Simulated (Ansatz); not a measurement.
Results of LDA in Ansatz (PAW) for spinel MgAl2O4.

Settings: plane-wave cutoff 520 eV, 8×8×8 k mesh, Fermi–Dirac smearing 0.01 eV, scalar-relativistic PAW data made under PBE.

Shape and atoms are relaxed at each volume.

Pressure at four volumes; x = ln(V/9.223 Å³). One pressure is withheld.

```csv
V (Å³/atom),x,P (GPa)
8.854,-0.0408,8.99
9.223,0.0000,0.00
9.407,0.0198,-3.85
9.592,0.0392,?
```

Q: Pass a parabola P(x) through the three rows shown, estimate the bulk modulus and its pressure derivative near zero pressure, and predict the withheld pressure.

A: Slopes between the rows: (0.00 − (8.99))/(0.0000 − (-0.0408)) = -220.34 and (-3.85 − (0.00))/(0.0198 − (0.0000)) = -194.44 GPa. Their difference over the span 0.0606 is c = 25.90/0.0606 = 427.4 GPa, so P(x) = 8.99 + (-220.34)(x − (-0.0408)) + 427.4 (x − (-0.0408))(x − (0.0000)). At the middle row B = −dP/dx = −[-220.34 + 427.4 × 0.0408] = 202.9 GPa, and B′ = dB/dP = 2c/B = 4.2. At x = 0.0392 the parabola gives -7.30 GPa; the run gives -7.34 GPa. The Birch–Murnaghan fit to the energies at all volumes has B0 = 203 GPa and B′ = 4.1.

Measured, for comparison: bulk modulus 195 GPa (300 K, copied from a table, unchecked, not corrected to a static lattice; as tabulated in BurnMan's mineral tables). Computed (rounded) less measured: bulk modulus not scored (unchecked). A static lattice is as a rule a little smaller and stiffer than an uncorrected measurement, which narrows the difference in the bulk modulus and would widen misses of the other sign.

Note: the bulk modulus comes from volumes at which shape and atoms were relaxed.

Ansatz is an electronic-structure program.
